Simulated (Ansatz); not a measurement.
# BeTe (F-43m) in Ansatz: a series of runs

One crystal, BeTe, is run at these levels: PBEsol+D3(BJ); tasks: single point, equation of state.

Everything below comes from runs of Ansatz 0.2.0. Logs are shortened: lines on timing, memory, paths and dates and some standing lists are left out, and cuts for length are marked.

### Step 1. Starting point

It takes space group F-43m (No. 216, cubic). Conventional cell: a = 5.540 Å, b = 5.540 Å, c = 5.540 Å, α = 90.00°, β = 90.00°, γ = 90.00°. Te (site symmetry -43m) is surrounded by 4 Be at 2.40 Å. Be (site symmetry -43m) is surrounded by 4 Te at 2.40 Å.

### Step 2. Single point, PBEsol+D3(BJ), 19.98 Å³/atom (volume scaled by 0.94)

input.yaml

```yaml
crystal:
  lattice:
    - [0.0, 2.7134535211, 2.7134535211]
    - [2.7134535211, 0.0, 2.7134535211]
    - [2.7134535211, 2.7134535211, 0.0]
  atoms:
    - { symbol: Te, position: [0.75, 0.75, 0.75] }
    - { symbol: Be, position: [0.0, 0.0, 0.0] }
hamiltonian:
  xc: pbesol
  pseudopotentials: { kind: paw }
  dispersion: d3bj
kpoints:
  mp_grid: { grid: [8, 8, 8] }
scf:
  occupations: { method: fermi_dirac, width: 0.05 }
output:
  forces: true
  stress: true
  eigenvalues: true
```

Potentials or basis: Ansatz PAW.

On the command line:

```console
$ ansatz run input.yaml --threads 2 --pin off --max-ram 5120MiB --backend cpu --events-out ev --progress --plain --runs-dir out
```

Output:

```text
Warning: RAYON_NUM_THREADS=2 ignored (pool sized by the plan → 2); use --threads N
Engine: ansatz 0.2.0, aarch64-unknown-linux-gnu
Pseudopotentials: kind: paw
Pseudopotential: Te, paw, valence charge 16, recommended cutoff 420 eV (normal), Te.paw.azcp
Pseudopotential: Be, paw, valence charge 2, recommended cutoff 420 eV (normal), Be.paw.azcp
Functional definition: PBEsol
  exchange = pbesol_x
  correlation = pbesol_c
Crystal: 2 atoms, lattice volume = 39.957 Å³
Basis set: ecut = 420 eV, 749 PW (Γ), exchange–correlation on 54×54×54 points (8 copies of the dense FFT grid, shifted against one another)
Bands: 13, of which v1, the nominal top of the filled ones, is band 9 counted from 1 (8 counted from 0)
Symmetry: 24 space group operations
Space group: F-43m (ITA 216), of the structure as read, at distance tolerance 3.4e-5 Å
k-points: 29 of 512 (time reversal used)
Non-local potential: Te, projectors of the file, l = 0: 2, l = 1: 2, l = 2: 2, l = 3: 2
Non-local potential: Be, projectors of the file, l = 0: 2, l = 1: 2, l = 2: 1
PAW form: soft (Blöchl's): semilocal exchange-correlation on the pseudo side does not see the compensation charge
PAW frozen core: Te, regenerated for the run's functional, and the local potential with it (the file was generated under x = pbe(κ = 0.804, μ = 0.2195149727645171), c = pbe(β = 0.06672455060314922))
PAW frozen core: Be, regenerated for the run's functional, and the local potential with it (the file was generated under x = pbe(κ = 0.804, μ = 0.2195149727645171), c = pbe(β = 0.06672455060314922))
PAW one-centre angular grid: Te, 590 points (default); XC on 64 Gauss nodes
PAW one-centre angular grid: Be, 110 points (default); XC on 64 Gauss nodes
Initial density: superposition of atomic densities (neutral atoms: chi_scale 0, normalization atom), corrected by the library's trained network
Initial wavefunctions: pseudopotential atomic-orbital guess
Functional: x = pbesol(κ = 0.804, μ = 0.12345679012345678), c = pbesol(β = 0.046)
SCF iter   1: F=—  HF=-6993.160667 eV  |F-HF|=—  |Δ(HF+E_count)|=         —  Δρ=2.62e-3  dr2=3.78e-3  ethr=1.77e-3  ⟨swp⟩=6.2  Hψ=2346  notcnv=0
preconditioner: auto → none  [insulator: Δε(μ)=1.579 eV  Ē_g=10.881 eV  σ=0.050 eV  W_gap=1.00  n_scr=14 (ndim 8)  ℏωp=16.6 eV  f_vac=0.005  D(μ)=0.00/eV (n_scr^D=0)  ε∞_Penn≈3.3]
SCF iter   2: F=—  HF=-6993.159159 eV  |F-HF|=—  |Δ(HF+E_count)|=   1.51e-3  Δρ=1.02e-3  dr2=3.75e-4  ethr=2.10e-5  ⟨swp⟩=2.3  Hψ=758  notcnv=0
SCF iter   3: F=—  HF=-6993.159034 eV  |F-HF|=—  |Δ(HF+E_count)|=   1.26e-4  Δρ=3.53e-4  dr2=3.47e-5  ethr=2.08e-6  ⟨swp⟩=2.0  Hψ=638  notcnv=0
SCF iter   4: F=—  HF=-6993.159067 eV  |F-HF|=—  |Δ(HF+E_count)|=   3.28e-5  Δρ=1.23e-4  dr2=3.68e-6  ethr=1.93e-7  ⟨swp⟩=1.9  Hψ=409  notcnv=0
SCF iter   5: F=—  HF=-6993.159069 eV  |F-HF|=—  |Δ(HF+E_count)|=   2.81e-6  Δρ=2.18e-5  dr2=2.55e-7  ethr=2.05e-8  ⟨swp⟩=2.0  Hψ=628  notcnv=0
SCF iter   6: F=-6993.159069 eV  HF=-6993.159069 eV  |F-HF|=2.45e-8  |Δ(HF+E_count)|=   1.17e-7  Δρ=6.65e-6  dr2=2.31e-8  ethr=5.56e-10  ⟨swp⟩=5.9  Hψ=1591  notcnv=0
SCF 1 converged in 6 iterations: F = -6993.159069 eV  dr2 = 2.31e-8
SCF converged after 6 iterations
Free energy (F): -6993.159069 eV
Harris-Foulkes:  -6993.159069 eV  (|F-HF|=2.45e-8)
Internal energy: -6993.159069 eV  (E = F + TS)
E sigma→0 (E₀):  -6993.159069 eV
Fermi energy:    9.683929 eV
--- Per-component energies (eV) ---
  E_band       = -246.952303
  E_kinetic    = 203.293489
  E_local      = -1276.473818  (includes V_loc(G=0)·N_el)
  E_nonlocal   = -302.291357
  E_hartree    = 818.897284
  E_xc         = -143.738541
  E_vxc        = -126.062401  (∫ρ·V_xc dr)
  E_paw        = -4642.963496  (= ΣΔE_a)
  E_vpaw       = -383.219107  (= ΣTr[D̂ρ^β])
  E_aug_tail   = -0.000204  (compensation charges beyond the density's cutoff)
  E_ewald      = -1649.590351
  E_disp       = -0.676422  (pairwise vdW)
  E_core_change = 0.384347  (= ΣΔE_core)
  E_smearing   = -0.000000  (= −TS)
  E_closure    = 0.000000  (closes the sum)
  Σ components = -6993.159069   (vs F -6993.159069, Δ=0.00e0)
--- Forces (eV/Å), atoms counted from 1 ---
  atom   1  Te    -0.00000000     0.00000000     0.00000000
  atom   2  Be    -0.00000000     0.00000000    -0.00000000
  max |Σ_I F_I| component: 3.65e-16 eV/Å
--- Stress (GPa, compression-positive) ---
        4.355570       0.000000      -0.000000
       -0.000000       4.355570       0.000000
       -0.000000       0.000000       4.355570
  P = ⅓ Tr σ = 4.3556 GPa (43.556 kbar)
--- Band table (eV; the first three rows and the last of 29) ---
  k-point 0: bands = ["-27.5412", "-27.5412", "-27.5412", "-27.5202", "-27.5202", "-4.2305", "8.8939", "8.8939", "8.8939", "12.4064", "12.4064", "12.4064", "13.4618"]
  k-point 1: bands = ["-27.5407", "-27.5404", "-27.5404", "-27.5201", "-27.5201", "-4.0581", "7.4129", "8.6052", "8.6052", "12.5555", "12.8114", "12.8114", "14.6670"]
  k-point 2: bands = ["-27.5395", "-27.5386", "-27.5386", "-27.5197", "-27.5197", "-3.5756", "5.1523", "8.0881", "8.0881", "12.4255", "13.3902", "13.3902", "16.3879"]
  k-point 28: bands = ["-27.5373", "-27.5365", "-27.5303", "-27.5216", "-27.5177", "-1.9334", "3.8160", "4.5422", "5.0914", "14.1449", "14.3154", "14.6588", "15.5373"]
```

It took 1.1 s on 2 threads of Arm Neoverse V1, shared host; peak memory 0.29 GiB.

What came out:

| Item | Value |
| --- | --- |
| Free energy | -6993.1591 eV |
| Pressure | 4.4 GPa |
| Band gap on the k mesh | 1.58 eV, indirect (least direct gap 3.51 eV) |

Caveat: spin-orbit coupling is left out, which moves the levels of the heavy elements; the PAW data sets come from PBE, with cores solved anew for the run's functional, which leaves a small shift of forces and pressure.

### Step 3. Single point, PBEsol+D3(BJ), 20.40 Å³/atom (volume scaled by 0.96)

Changes to input.yaml since step 2:

```diff
@@ -2,5 +2,5 @@
   lattice:
-    - [0.0, 2.7134535211, 2.7134535211]
-    - [2.7134535211, 0.0, 2.7134535211]
-    - [2.7134535211, 2.7134535211, 0.0]
+    - [0.0, 2.7325629784, 2.7325629784]
+    - [2.7325629784, 0.0, 2.7325629784]
+    - [2.7325629784, 2.7325629784, 0.0]
   atoms:
```

Potentials or basis: Ansatz PAW.

On the command line:

```console
$ ansatz run input.yaml --threads 2 --pin off --max-ram 5120MiB --backend cpu --events-out ev --progress --plain --runs-dir out
```

Run time: 1.1 s. Hardware: 2 threads of Arm Neoverse V1, shared host; peak memory 0.29 GiB.

It converged, with:

```yaml
Free_energy: -6993.1777 eV
Pressure: 2.7 GPa
Band_gap_on_the_k_mesh: 1.64 eV, indirect (least direct gap 3.54 eV)
```

Caveat: spin-orbit coupling is left out, which moves the levels of the heavy elements; the PAW data sets come from PBE, with cores solved anew for the run's functional, which leaves a small shift of forces and pressure.

### Step 4. Single point, PBEsol+D3(BJ), 20.83 Å³/atom (volume scaled by 0.98)

Changes to input.yaml since step 3:

```diff
@@ -2,5 +2,5 @@
   lattice:
-    - [0.0, 2.7325629784, 2.7325629784]
-    - [2.7325629784, 0.0, 2.7325629784]
-    - [2.7325629784, 2.7325629784, 0.0]
+    - [0.0, 2.7514088358, 2.7514088358]
+    - [2.7514088358, 0.0, 2.7514088358]
+    - [2.7514088358, 2.7514088358, 0.0]
   atoms:
```

On the command line:

```console
$ ansatz run input.yaml --threads 2 --pin off --max-ram 5120MiB --backend cpu --events-out ev --progress --plain --runs-dir out
```

Wall time 1.1 s (2 threads of Arm Neoverse V1, shared host); peak memory 0.3 GiB.

Results (log left out):

```
Free energy            : -6993.1881 eV
Pressure               : 1.2 GPa
Band gap on the k mesh : 1.69 eV, indirect (least direct gap 3.56 eV)
```

Caveat: spin-orbit coupling is left out, which moves the levels of the heavy elements; the PAW data sets come from PBE, with cores solved anew for the run's functional, which leaves a small shift of forces and pressure.

### Step 5. Single point, PBEsol+D3(BJ), 21.25 Å³/atom

Changes to input.yaml since step 4:

```diff
@@ -2,5 +2,5 @@
   lattice:
-    - [0.0, 2.7514088358, 2.7514088358]
-    - [2.7514088358, 0.0, 2.7514088358]
-    - [2.7514088358, 2.7514088358, 0.0]
+    - [0.0, 2.77, 2.77]
+    - [2.77, 0.0, 2.77]
+    - [2.77, 2.77, 0.0]
   atoms:
```

On the command line:

```console
$ ansatz run input.yaml --threads 2 --pin off --max-ram 5120MiB --backend cpu --events-out ev --progress --plain --runs-dir out
```

It took 1.1 s on 2 threads of Arm Neoverse V1, shared host; peak memory 0.3 GiB.

The run converged. Its results:

```
Free energy            : -6993.1908 eV
Pressure               : -0.1 GPa
Band gap on the k mesh : 1.75 eV, indirect (least direct gap 3.58 eV)
```

Caveat: spin-orbit coupling is left out, which moves the levels of the heavy elements; the PAW data sets come from PBE, with cores solved anew for the run's functional, which leaves a small shift of forces and pressure.

### Step 6. Single point, PBEsol+D3(BJ), 21.68 Å³/atom (volume scaled by 1.02)

Changes to input.yaml since step 5:

```diff
@@ -2,5 +2,5 @@
   lattice:
-    - [0.0, 2.77, 2.77]
-    - [2.77, 0.0, 2.77]
-    - [2.77, 2.77, 0.0]
+    - [0.0, 2.7883449055, 2.7883449055]
+    - [2.7883449055, 0.0, 2.7883449055]
+    - [2.7883449055, 2.7883449055, 0.0]
   atoms:
@@ -20 +20,5 @@
   eigenvalues: true
+  write_density: true
+  write_potential: true
+  elf: true
+  volumetric_format: npy
```

Potentials or basis: Ansatz PAW.

On the command line:

```console
$ ansatz run input.yaml --threads 2 --pin off --max-ram 5120MiB --backend cpu --events-out ev --progress --plain --runs-dir out
```

Run time: 1.6 s. Hardware: 2 threads of Arm Neoverse V1, shared host; peak memory 0.3 GiB.

Results (log left out):

* Free energy: -6993.1868 eV
* Pressure: -1.4 GPa
* Band gap on the k mesh: 1.80 eV, indirect (least direct gap 3.60 eV)

Caveat: spin-orbit coupling is left out, which moves the levels of the heavy elements; the PAW data sets come from PBE, with cores solved anew for the run's functional, which leaves a small shift of forces and pressure.

### Step 7. Single point, PBEsol+D3(BJ), 22.10 Å³/atom (volume scaled by 1.04)

Changes to input.yaml since step 6:

```diff
@@ -2,5 +2,5 @@
   lattice:
-    - [0.0, 2.7883449055, 2.7883449055]
-    - [2.7883449055, 0.0, 2.7883449055]
-    - [2.7883449055, 2.7883449055, 0.0]
+    - [0.0, 2.8064515486, 2.8064515486]
+    - [2.8064515486, 0.0, 2.8064515486]
+    - [2.8064515486, 2.8064515486, 0.0]
   atoms:
```

On the command line:

```console
$ ansatz run input.yaml --threads 2 --pin off --max-ram 5120MiB --backend cpu --events-out ev --progress --plain --runs-dir out
```

Run time: 1.5 s. Hardware: 2 threads of Arm Neoverse V1, shared host; peak memory 0.31 GiB.

Results (log left out):

* Free energy: -6993.1765 eV
* Pressure: -2.5 GPa
* Band gap on the k mesh: 1.85 eV, indirect (least direct gap 3.61 eV)

Caveat: spin-orbit coupling is left out, which moves the levels of the heavy elements; the PAW data sets come from PBE, with cores solved anew for the run's functional, which leaves a small shift of forces and pressure.

### Step 8. Single point, PBEsol+D3(BJ), 22.53 Å³/atom (volume scaled by 1.06)

input.yaml

```yaml
crystal:
  lattice:
    - [0.0, 2.8243275181, 2.8243275181]
    - [2.8243275181, 0.0, 2.8243275181]
    - [2.8243275181, 2.8243275181, 0.0]
  atoms:
    - { symbol: Te, position: [0.75, 0.75, 0.75] }
    - { symbol: Be, position: [0.0, 0.0, 0.0] }
hamiltonian:
  xc: pbesol
  pseudopotentials: { kind: paw }
  dispersion: d3bj
kpoints:
  mp_grid: { grid: [8, 8, 8] }
scf:
  occupations: { method: fermi_dirac, width: 0.05 }
output:
  forces: true
  stress: true
  eigenvalues: true
```

On the command line:

```console
$ ansatz run input.yaml --threads 2 --pin off --max-ram 5120MiB --backend cpu --events-out ev --progress --plain --runs-dir out
```

Wall time 1.2 s (2 threads of Arm Neoverse V1, shared host); peak memory 0.3 GiB.

The run converged. Its results:

* Free energy: -6993.1607 eV
* Pressure: -3.5 GPa
* Band gap on the k mesh: 1.89 eV, indirect (least direct gap 3.63 eV)

Caveat: spin-orbit coupling is left out, which moves the levels of the heavy elements; the PAW data sets come from PBE, with cores solved anew for the run's functional, which leaves a small shift of forces and pressure.

### Step 9. Equation of state, PBEsol+D3(BJ)

Potentials or basis: Ansatz PAW.

This step only gathers the single runs of the series.

Results:

```
Equilibrium volume                      : 21.21 Å³/atom
Bulk modulus                            : 65 GPa
Pressure derivative of the bulk modulus : 4.0
```

Energy against volume, from the lowest point:
```csv
volume (Å³/atom),energy (meV/atom)
19.979,15.88
20.404,6.55
20.829,1.39
21.254,0.00
21.679,2.03
22.104,7.14
22.529,15.06
```
